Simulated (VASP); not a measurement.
Runs of VASP 6.6.1 on Al. It takes space group Fm-3m (No. 225, cubic). The conventional cell has a = 4.050 Å, b = 4.050 Å, c = 4.050 Å, α = 90.00°, β = 90.00°, γ = 90.00°. Al (site symmetry m-3m) has 12 Al at 2.86 Å as nearest neighbours. 

```tsv
task	level	potentials or basis	cell	cutoff (eV)	smearing	gap on the mesh (eV)	pressure (GPa)	relaxed volume (Å³/atom)
single point	PBE	VASP PAW PBE potentials, release 64 (Al)	as given	520	gaussian 0.027 eV	none	-0.5	-
band structure	RPBE	VASP PAW PBE potentials, release 64 (Al)	as given	520	fermi-dirac 0.05 eV	-	0.8	-
single point	PBE	VASP PAW PBE potentials, release 64 (Al)	as given	520	gaussian 0.011 eV	none	(b)	-
band structure	PBEsol	VASP PAW PBE potentials, release 64 (Al)	as given	520	fermi-dirac 0.05 eV	-	-1.9	-
relaxation of cell and atoms	LDA	VASP PAW LDA potentials, release 64 (Al)	relaxed	600	fermi-dirac 0.05 eV	none	0.0	15.84
relaxation of cell and atoms	PBE	VASP PAW PBE potentials, release 64 (Al)	relaxed	600	fermi-dirac 0.05 eV	none	0.0	(a)
band structure	PBE	VASP PAW PBE potentials, release 54 (Al)	as given	500	fermi-dirac 0.05 eV	-	-0.5	-
```

Alike in all rows: no spin polarisation; k mesh 11 × 11 × 11.

Question: Estimate the missing entries.

Answer: (a) 16.51; (b) -0.6.

Caveats: the PAW data sets were made with another functional, which shifts forces and pressure a little (some runs).

A gap of «none» marks a metal or a gap under the smearing width.
